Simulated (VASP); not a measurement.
# InP (F-43m) in VASP: further runs

One crystal, InP, is run at these levels: HSE06; tasks: single point.

Everything below comes from runs of VASP 6.6.1. Logs are shortened: lines on timing, memory, paths and dates and some standing lists are left out, and cuts for length are marked.

### 1 The structure

It takes space group F-43m (No. 216, cubic). Conventional cell: a = 5.861 Å, b = 5.861 Å, c = 5.861 Å, α = 90.00°, β = 90.00°, γ = 90.00°. In (site symmetry -43m) is surrounded by 4 P at 2.54 Å. P (site symmetry -43m) has 4 In at 2.54 Å as nearest neighbours.

### 2 Single point, HSE06

POSCAR reads:

```
InP
1.0
    0.0000000000      2.9305000000      2.9305000000
    2.9305000000      0.0000000000      2.9305000000
    2.9305000000      2.9305000000      0.0000000000
In P
1 1
Direct
    0.0000000000      0.0000000000      0.0000000000
    0.7500000000      0.7500000000      0.7500000000
```

INCAR.step1 reads:

```
SYSTEM = InP
ALGO = Normal ; EDIFF = 1E-5
ENCUT = 300 ; GGA = PE
ISIF = 2 ; ISMEAR = 0
LASPH = .TRUE. ; LCHARG = .FALSE.
LREAL = .FALSE. ; LWAVE = .TRUE.
NBANDS = 17 ; NELM = 100
NKRED = 1 ; PREC = Accurate
SIGMA = 0.01
```

INCAR.step2 reads:

```
SYSTEM = InP
ALGO = Normal ; EDIFF = 1E-6
ENCUT = 300 ; GGA = PE
HFSCREEN = 0.2 ; ISIF = 2
ISMEAR = 0 ; ISTART = 1
LASPH = .TRUE. ; LCHARG = .FALSE.
LHFCALC = .TRUE. ; LREAL = .FALSE.
LWAVE = .FALSE. ; NBANDS = 17
NELM = 100 ; NKRED = 1
PREC = Accurate ; PRECFOCK = Fast
SIGMA = 0.01
```

KPOINTS reads:

```
k-points
0
G
  3 3 3
  0 0 0
```

Potentials or basis: VASP PAW PBE potentials, release 64 (In_d, P).

Launch:

```
$ cat potpaw_PBE.64/In_d/POTCAR potpaw_PBE.64/P/POTCAR > POTCAR
$ cp INCAR.step1 INCAR
$ mpirun -np 1 vasp_std > vasp.out
$ cp INCAR.step2 INCAR
$ mpirun -np 1 vasp_std > vasp.out
```

OUTCAR:

```text
SYSTEM = InP
   EDIFF = 1E-6
   ENCUT = 300
   GGA = PE
   HFSCREEN = 0.2
   ISIF = 2
   ISMEAR = 0
   ISTART = 1
   LASPH = .TRUE.
   LHFCALC = .TRUE.
   LREAL = .FALSE.
   NELM = 100
   NKRED = 1
   PREC = Accurate
   PRECFOCK = Fast

 Found      4 irreducible k-points:

 Following reciprocal coordinates:
            Coordinates               Weight
  0.000000  0.000000  0.000000      1.000000
  0.333333  0.000000  0.000000      8.000000
  0.333333  0.333333  0.000000      6.000000
 -0.333333  0.333333  0.000000     12.000000
   k-points           NKPTS =      4   k-points in BZ     NKDIM =     27   number of bands    NBANDS=     17
   number of dos      NEDOS =    301   number of ions     NIONS =      2
   total plane-waves  NPLWV =  13824
   dimension x,y,z NGX =    24 NGY =   24 NGZ =   24
   dimension x,y,z NGXF=    48 NGYF=   48 NGZF=   48
   ions per type =               1   1
   NGX,Y,Z   is equivalent  to a cutoff of   9.63,  9.63,  9.63 a.u.
   NGXF,Y,Z  is equivalent  to a cutoff of  19.25, 19.25, 19.25 a.u.
 SYSTEM =  InP
   PREC   = accura    normal or accurate (medium, high low for compatibility)
   ISTART =      1    job   : 0-new  1-cont  2-samecut
   ICHARG =      0    charge: 1-file 2-atom 10-const
   ISPIN  =      1    spin polarized calculation?
   LNONCOLLINEAR =      F non collinear calculations
   LSORBIT =      F    spin-orbit coupling
   LASPH  =      T    aspherical Exc in radial PAW
   ENCUT  =  300.0 eV  22.05 Ry    4.70 a.u.   5.85  5.85  5.85*2*pi/ulx,y,z
   NELM   =    100;   NELMIN=  2; NELMDL=  0     # of ELM steps
   EDIFF  = 0.1E-05   stopping-criterion for ELM
   LREAL  =      F    real-space projection
   EDIFFG = 0.1E-04   stopping-criterion for IOM
   NSW    =      0    number of steps for IOM
   IBRION =     -1    ionic relax: 0-MD 1-quasi-New 2-CG
   NFREE  =      0    steps in history (QN), initial steepest desc. (CG)
   ISIF   =      2    stress and relaxation
   ISYM   =      3    0-nonsym 1-usesym 2-fastsym
   POTIM  = 0.5000    time-step for ionic-motion
   TEBEG  =    0.0;   TEEND  =   0.0 temperature during run
   PSTRESS=    0.0 pullay stress
   NELECT =      18.0000    total number of electrons
   NUPDOWN=      -1.0000    fix difference up-down
   EMIN   =  10.00;   EMAX   =-10.00  energy-range for DOS
   EFERMI =   0.00;   METHOD = LEGACY
   ISMEAR =     0;   SIGMA  =   0.01  broadening in eV -4-tet -1-fermi 0-gaus
   EFERMI_NEDOS =   21; number of points for ismear=-14 and -15
   IALGO  =     38    algorithm
   IMIX   =      1    mixing-type and parameters
     AMIX     =   0.40;   BMIX     =  1.00
     AMIX_MAG =   1.60;   BMIX_MAG =  1.00
  volume/ion in A,a.u.               =      25.17       169.83
  Fermi-wavevector in a.u.,A,eV,Ry     =   1.162021  2.195901 18.371846  1.350293
  Thomas-Fermi vector in A             =   2.298587
   LORBIT       =      0    0 simple, 1 ext, 2 COOP (PROOUT), +10 PAW based schemes
   GGA     = PE    functional components
   LHFCALC =     T    Hartree Fock is set to
   PRECFOCK=fast      Normal, Fast or Accurate (Low or Medium for compatibility)
   ENCUT4O =  -1.0   cutoff for four orbital integrals eV
   NKREDX  =     1    reduce k-point grid by
   NKREDY  =     1    reduce k-point grid by
   NKREDZ  =     1    reduce k-point grid by
   AEXX    =    0.2500 exact exchange contribution
   HFSCREEN=    0.2000 screening length (either q_TF or 0.3 A-1)
   HFSCREENC=   0.2000 screening length for correlation (either q_TF or 0.3 A-1)
   ENCUTFOCK=  -1.0 apply spherical cutoff to Coloumb kernel
   IVDW    =     0    specifies the selected vdW correction
   LEPSILON=     F    determine dielectric tensor
   LRPA    =     F    only Hartree local field effects (RPA)
 non-spin polarized calculation
 Gauss-broadening in eV      SIGMA  =   0.01
  energy-cutoff  :      300.00
  volume of cell :       50.33
 maximum number of plane-waves:       609
  NGX = 14; NGY = 14; NGZ = 14

 number of electron      18.0000024 magnetization

 Free energy of the ion-electron system (eV)
  ---------------------------------------------------
  ext. energy  EPLUGINS =         0.00000000
  ---------------------------------------------------
  free energy    TOTEN  =        -9.65961917 eV

  energy without entropy =       -9.65961917  energy(sigma->0) =       -9.65961917

 E-fermi :   4.8565     XC(G=0):  -7.6717

 val. band max:        4.8083620628   @ k =   0.0000   0.0000   0.0000
 cond. band min:       6.4301765549   @ k =   0.0000   0.0000   0.0000
 fundamental gap:      1.6218144921
 Fermi energy:         4.8564739613

 k-point     1 :       0.0000    0.0000    0.0000
  band No.  band energies     occupation
      1     -11.1142      2.00000
      2     -11.1142      2.00000
      3     -11.1142      2.00000
      4     -10.9545      2.00000
      5     -10.9545      2.00000
      6      -7.8842      2.00000
[... 9 lines left out ...]
     16      15.3405      0.00000
     17      17.0052      0.00000

 k-point     2 :       0.3333    0.0000    0.0000
  band No.  band energies     occupation
      1     -11.1978      2.00000
      2     -11.0809      2.00000
      3     -11.0809      2.00000
      4     -10.9479      2.00000
      5     -10.9479      2.00000
      6      -6.6619      2.00000
[... 9 lines left out ...]
     16      14.9661      0.00000
     17      19.9894      0.00000

 k-point     3 :       0.3333    0.3333    0.0000
  band No.  band energies     occupation
      1     -11.2524      2.00000
      2     -11.0355      2.00000
      3     -11.0355      2.00000
      4     -10.9900      2.00000
      5     -10.9291      2.00000
      6      -6.2427      2.00000
[... 9 lines left out ...]
     16      19.3610      0.00000
     17      20.3853      0.00000

 k-point     4 :      -0.3333    0.3333    0.0000
  band No.  band energies     occupation
      1     -11.2488      2.00000
      2     -11.0506      2.00000
      3     -11.0337      2.00000
      4     -10.9684      2.00000
      5     -10.9428      2.00000
      6      -5.4459      2.00000
[... 9 lines left out ...]
     16      19.2024      0.00000
     17      20.1074      0.00000

------------------------ aborting loop because EDIFF is reached ----------------------------------------

  FORCE on cell =-STRESS in cart. coord.  units (eV):
  Direction    XX          YY          ZZ          XY          YZ          ZX
  --------------------------------------------------------------------------------------
  -------------------------------------------------------------------------------------
  Total        0.5776526      0.5776526      0.5776526      0.0000000     -0.0000000      0.0000000
  in kB       18.3874779     18.3874779     18.3874779      0.0000000     -0.0000000      0.0000000
  external PRESSURE =      18.3874779 kB  Pullay stress =       0.0000000 kB

 VOLUME and BASIS-vectors are now :
 -----------------------------------------------------------------------------
  energy-cutoff  :      300.00
  volume of cell :       50.33
      direct lattice vectors                 reciprocal lattice vectors
     0.000000000  2.930500000  2.930500000    -0.170619348  0.170619348  0.170619348
     2.930500000  0.000000000  2.930500000     0.170619348 -0.170619348  0.170619348
     2.930500000  2.930500000  0.000000000     0.170619348  0.170619348 -0.170619348

 POSITION                                       TOTAL-FORCE (eV/Angst)
 -----------------------------------------------------------------------------------
      0.00000      0.00000      0.00000         0.000000      0.000000      0.000000
      4.39575      4.39575      4.39575        -0.000000     -0.000000     -0.000000
 -----------------------------------------------------------------------------------
    total drift:                               -0.000119     -0.000142     -0.000088

  FREE ENERGIE OF THE ION-ELECTRON SYSTEM (eV)
  ---------------------------------------------------
  free  energy   TOTEN  =        -9.6596191696 eV

  energy  without entropy=       -9.6596191696  energy(sigma->0) =       -9.65961917
```

Wall time 14 s (1 thread of Intel Xeon 6975P-C (Granite Rapids), shared host); peak memory 0.24 GiB.

These settings aren't checked as converged: the numbers below hold their error.

Results:

```
Free energy            : -9.6596 eV
Pressure               : 1.8 GPa
Band gap on the k mesh : 1.62 eV, direct
```

Caveat: the k mesh is coarse (spacing up to 0.62 Å⁻¹), so the values aren't converged, least of all with exact exchange; the cutoff is under 1.25 times the usual one of these potentials, so pressure, stress and relaxed cells hold a basis-set (Pulay) error; the PAW data sets were made with another functional, which shifts forces and pressure a little; spin-orbit coupling is left out, which moves the levels of the heavy elements.

### 3 Single point, HSE06

POSCAR is that of step 2.

INCAR.step1, as its differences from that of step 2:

```diff
@@ -2,3 +2,3 @@
 ALGO = Normal ; EDIFF = 1E-5
-ENCUT = 300 ; GGA = PE
+ENCUT = 350 ; GGA = PE
 ISIF = 2 ; ISMEAR = 0
```

INCAR.step2 reads:

```
SYSTEM = InP
ALGO = Normal ; EDIFF = 1E-6
ENCUT = 350 ; GGA = PE
HFSCREEN = 0.2 ; ISIF = 2
ISMEAR = 0 ; ISTART = 1
LASPH = .TRUE. ; LCHARG = .FALSE.
LHFCALC = .TRUE. ; LREAL = .FALSE.
LWAVE = .FALSE. ; NBANDS = 17
NELM = 100 ; NKRED = 1
PREC = Accurate ; PRECFOCK = Low
SIGMA = 0.01
```

KPOINTS is that of step 2.

Potentials or basis: VASP PAW PBE potentials, release 64 (In_d, P).

Launch:

```
$ cat potpaw_PBE.64/In_d/POTCAR potpaw_PBE.64/P/POTCAR > POTCAR
$ cp INCAR.step1 INCAR
$ mpirun -np 1 vasp_std > vasp.out
$ cp INCAR.step2 INCAR
$ mpirun -np 1 vasp_std > vasp.out
```

OUTCAR:

```text
SYSTEM = InP
   EDIFF = 1E-6
   ENCUT = 350
   GGA = PE
   HFSCREEN = 0.2
   ISIF = 2
   ISMEAR = 0
   ISTART = 1
   LASPH = .TRUE.
   LHFCALC = .TRUE.
   LREAL = .FALSE.
   NELM = 100
   NKRED = 1
   PREC = Accurate
   PRECFOCK = Low

 Found      4 irreducible k-points:

 Following reciprocal coordinates:
            Coordinates               Weight
  0.000000  0.000000  0.000000      1.000000
  0.333333  0.000000  0.000000      8.000000
  0.333333  0.333333  0.000000      6.000000
 -0.333333  0.333333  0.000000     12.000000
   k-points           NKPTS =      4   k-points in BZ     NKDIM =     27   number of bands    NBANDS=     17
   number of dos      NEDOS =    301   number of ions     NIONS =      2
   total plane-waves  NPLWV =  21952
   dimension x,y,z NGX =    28 NGY =   28 NGZ =   28
   dimension x,y,z NGXF=    56 NGYF=   56 NGZF=   56
   ions per type =               1   1
   NGX,Y,Z   is equivalent  to a cutoff of  11.23, 11.23, 11.23 a.u.
   NGXF,Y,Z  is equivalent  to a cutoff of  22.46, 22.46, 22.46 a.u.
 SYSTEM =  InP
   PREC   = accura    normal or accurate (medium, high low for compatibility)
   ISTART =      1    job   : 0-new  1-cont  2-samecut
   ICHARG =      0    charge: 1-file 2-atom 10-const
   ISPIN  =      1    spin polarized calculation?
   LNONCOLLINEAR =      F non collinear calculations
   LSORBIT =      F    spin-orbit coupling
   LASPH  =      T    aspherical Exc in radial PAW
   ENCUT  =  350.0 eV  25.72 Ry    5.07 a.u.   6.32  6.32  6.32*2*pi/ulx,y,z
   NELM   =    100;   NELMIN=  2; NELMDL=  0     # of ELM steps
   EDIFF  = 0.1E-05   stopping-criterion for ELM
   LREAL  =      F    real-space projection
   EDIFFG = 0.1E-04   stopping-criterion for IOM
   NSW    =      0    number of steps for IOM
   IBRION =     -1    ionic relax: 0-MD 1-quasi-New 2-CG
   NFREE  =      0    steps in history (QN), initial steepest desc. (CG)
   ISIF   =      2    stress and relaxation
   ISYM   =      3    0-nonsym 1-usesym 2-fastsym
   POTIM  = 0.5000    time-step for ionic-motion
[... 16 lines left out ...]
   GGA     = PE    functional components
   LHFCALC =     T    Hartree Fock is set to
   PRECFOCK=low       Normal, Fast or Accurate (Low or Medium for compatibility)
   ENCUT4O =  -1.0   cutoff for four orbital integrals eV
   NKREDX  =     1    reduce k-point grid by
   NKREDY  =     1    reduce k-point grid by
   NKREDZ  =     1    reduce k-point grid by
   AEXX    =    0.2500 exact exchange contribution
   HFSCREEN=    0.2000 screening length (either q_TF or 0.3 A-1)
   HFSCREENC=   0.2000 screening length for correlation (either q_TF or 0.3 A-1)
   ENCUTFOCK=  -1.0 apply spherical cutoff to Coloumb kernel
   IVDW    =     0    specifies the selected vdW correction
   LEPSILON=     F    determine dielectric tensor
   LRPA    =     F    only Hartree local field effects (RPA)
 non-spin polarized calculation
 Gauss-broadening in eV      SIGMA  =   0.01
  energy-cutoff  :      350.00
  volume of cell :       50.33
 maximum number of plane-waves:       751
 NGX is ok and might be reduce to    28
  NGX = 14; NGY = 14; NGZ = 14

 number of electron      17.9999990 magnetization

 Free energy of the ion-electron system (eV)
  ---------------------------------------------------
  ext. energy  EPLUGINS =         0.00000000
  ---------------------------------------------------
  free energy    TOTEN  =        -9.64295185 eV

  energy without entropy =       -9.64295185  energy(sigma->0) =       -9.64295185

 E-fermi :   4.9308     XC(G=0):  -7.6714

 val. band max:        4.8075813462   @ k =   0.0000   0.0000   0.0000
 cond. band min:       6.4314557956   @ k =   0.0000   0.0000   0.0000
 fundamental gap:      1.6238744494
 Fermi energy:         4.9308193650

 k-point     1 :       0.0000    0.0000    0.0000
  band No.  band energies     occupation
      1     -11.1305      2.00000
      2     -11.1305      2.00000
      3     -11.1287      2.00000
      4     -10.9716      2.00000
      5     -10.9716      2.00000
      6      -7.8833      2.00000
[... 57 lines left out ...]
      4     -10.9856      2.00000
      5     -10.9603      2.00000
      6      -5.4468      2.00000
[... 9 lines left out ...]
     16      19.1982      0.00000
     17      20.1016      0.00000

------------------------ aborting loop because EDIFF is reached ----------------------------------------

  FORCE on cell =-STRESS in cart. coord.  units (eV):
  Direction    XX          YY          ZZ          XY          YZ          ZX
  --------------------------------------------------------------------------------------
  -------------------------------------------------------------------------------------
  Total        0.5524596      0.5524596      0.5524596      0.0000000      0.0000000      0.0000000
  in kB       17.5855505     17.5855505     17.5855505      0.0000000      0.0000000      0.0000000
  external PRESSURE =      17.5855505 kB  Pullay stress =       0.0000000 kB

 VOLUME and BASIS-vectors are now :
 -----------------------------------------------------------------------------
  energy-cutoff  :      350.00
  volume of cell :       50.33
      direct lattice vectors                 reciprocal lattice vectors
     0.000000000  2.930500000  2.930500000    -0.170619348  0.170619348  0.170619348
     2.930500000  0.000000000  2.930500000     0.170619348 -0.170619348  0.170619348
     2.930500000  2.930500000  0.000000000     0.170619348  0.170619348 -0.170619348

 POSITION                                       TOTAL-FORCE (eV/Angst)
 -----------------------------------------------------------------------------------
      0.00000      0.00000      0.00000        -0.000000     -0.000000     -0.000000
      4.39575      4.39575      4.39575         0.000000      0.000000      0.000000
 -----------------------------------------------------------------------------------
    total drift:                               -0.000162     -0.000222     -0.000122

  FREE ENERGIE OF THE ION-ELECTRON SYSTEM (eV)
  ---------------------------------------------------
  free  energy   TOTEN  =        -9.6429518455 eV

  energy  without entropy=       -9.6429518455  energy(sigma->0) =       -9.64295185
```

OSZICAR.step1:

```text
N       E                     dE             d eps       ncg     rms          rms(c)
DAV:   1     0.977099686293E+02    0.97710E+02   -0.67183E+03   136   0.900E+02
DAV:   2    -0.206948451442E+01   -0.99779E+02   -0.95607E+02   153   0.243E+02
DAV:   3    -0.834189313248E+01   -0.62724E+01   -0.62415E+01   154   0.653E+01
DAV:   4    -0.849539108105E+01   -0.15350E+00   -0.15345E+00   190   0.109E+01
DAV:   5    -0.849978192692E+01   -0.43908E-02   -0.43906E-02   192   0.145E+00    0.578E+00
DAV:   6    -0.801504501758E+01    0.48474E+00   -0.69760E-01   214   0.129E+01    0.348E+00
DAV:   7    -0.797696191468E+01    0.38083E-01   -0.19937E-01   207   0.324E+00    0.134E+00
DAV:   8    -0.797962420559E+01   -0.26623E-02   -0.20321E-02   148   0.156E+00    0.338E-01
DAV:   9    -0.798077496355E+01   -0.11508E-02   -0.16941E-03   166   0.395E-01    0.136E-01
DAV:  10    -0.798102223064E+01   -0.24727E-03   -0.30690E-04   164   0.240E-01    0.975E-02
DAV:  11    -0.798115463438E+01   -0.13240E-03   -0.12814E-04   158   0.921E-02    0.196E-02
DAV:  12    -0.798115779784E+01   -0.31635E-05   -0.14221E-05   155   0.301E-02
   1 F= -.79811578E+01 E0= -.79811578E+01  d E =-.277545E-47
```

It took 15 s on 1 thread of Intel Xeon 6975P-C (Granite Rapids), shared host; peak memory 0.24 GiB.

These settings aren't checked as converged: the numbers below hold their error.

Results:

```
Free energy            : -9.6430 eV
Pressure               : 1.8 GPa
Band gap on the k mesh : 1.62 eV, direct
```

Caveat: the k mesh is coarse (spacing up to 0.62 Å⁻¹), so the values aren't converged, least of all with exact exchange; the PAW data sets were made with another functional, which shifts forces and pressure a little; spin-orbit coupling is left out, which moves the levels of the heavy elements.

### 4 Single point, HSE06

POSCAR is that of step 3.

INCAR.step1 is that of step 3.

INCAR.step2, as its differences from that of step 3:

```diff
@@ -9,3 +9,3 @@
 NELM = 100 ; NKRED = 1
-PREC = Accurate ; PRECFOCK = Low
+PREC = Accurate ; PRECFOCK = Accurate
 SIGMA = 0.01
```

KPOINTS is that of step 3.

Launch:

```
$ cat potpaw_PBE.64/In_d/POTCAR potpaw_PBE.64/P/POTCAR > POTCAR
$ cp INCAR.step1 INCAR
$ mpirun -np 1 vasp_std > vasp.out
$ cp INCAR.step2 INCAR
$ mpirun -np 1 vasp_std > vasp.out
```

It took 99 s on 1 thread of Intel Xeon 6975P-C (Granite Rapids), shared host; peak memory 0.25 GiB.

These settings aren't checked as converged: the numbers below hold their error.

Results:

| Quantity | Value |
| --- | --- |
| Free energy | -9.6595 eV |
| Pressure | 1.9 GPa |
| Band gap on the k mesh | 1.62 eV, direct |

Caveat: the k mesh is coarse (spacing up to 0.62 Å⁻¹), so the values aren't converged, least of all with exact exchange; the PAW data sets were made with another functional, which shifts forces and pressure a little; spin-orbit coupling is left out, which moves the levels of the heavy elements.

### 5 Single point, HSE06

POSCAR is that of step 4.

INCAR.step1, as its differences from that of step 4:

```diff
@@ -2,3 +2,3 @@
 ALGO = Normal ; EDIFF = 1E-5
-ENCUT = 350 ; GGA = PE
+ENCUT = 300 ; GGA = PE
 ISIF = 2 ; ISMEAR = 0
```

INCAR.step2 reads:

```
SYSTEM = InP
ALGO = Normal ; EDIFF = 1E-6
ENCUT = 300 ; GGA = PE
HFSCREEN = 0.2 ; ISIF = 2
ISMEAR = 0 ; ISTART = 1
LASPH = .TRUE. ; LCHARG = .FALSE.
LHFCALC = .TRUE. ; LREAL = .FALSE.
LWAVE = .FALSE. ; NBANDS = 17
NELM = 100 ; NKRED = 1
PREC = Accurate ; PRECFOCK = Fast
SIGMA = 0.01
```

KPOINTS reads:

```
k-points
0
G
  4 4 4
  0 0 0
```

Launch:

```
$ cat potpaw_PBE.64/In_d/POTCAR potpaw_PBE.64/P/POTCAR > POTCAR
$ cp INCAR.step1 INCAR
$ mpirun -np 1 vasp_std > vasp.out
$ cp INCAR.step2 INCAR
$ mpirun -np 1 vasp_std > vasp.out
```

It took 38 s on 1 thread of Intel Xeon 6975P-C (Granite Rapids), shared host; peak memory 0.24 GiB.

The run converged, but some of its settings lie outside the range that counts as converged, so its numbers aren't taken as properties of the crystal.

Results:

```
Free energy            : -9.9218 eV
Pressure               : 1.2 GPa
Band gap on the k mesh : 1.55 eV, direct
```

Caveat: the k mesh is coarse (spacing up to 0.46 Å⁻¹), so the values aren't converged, least of all with exact exchange; the cutoff is under 1.25 times the usual one of these potentials, so pressure, stress and relaxed cells hold a basis-set (Pulay) error; the PAW data sets were made with another functional, which shifts forces and pressure a little; spin-orbit coupling is left out, which moves the levels of the heavy elements.

[end of part 1 of 2]
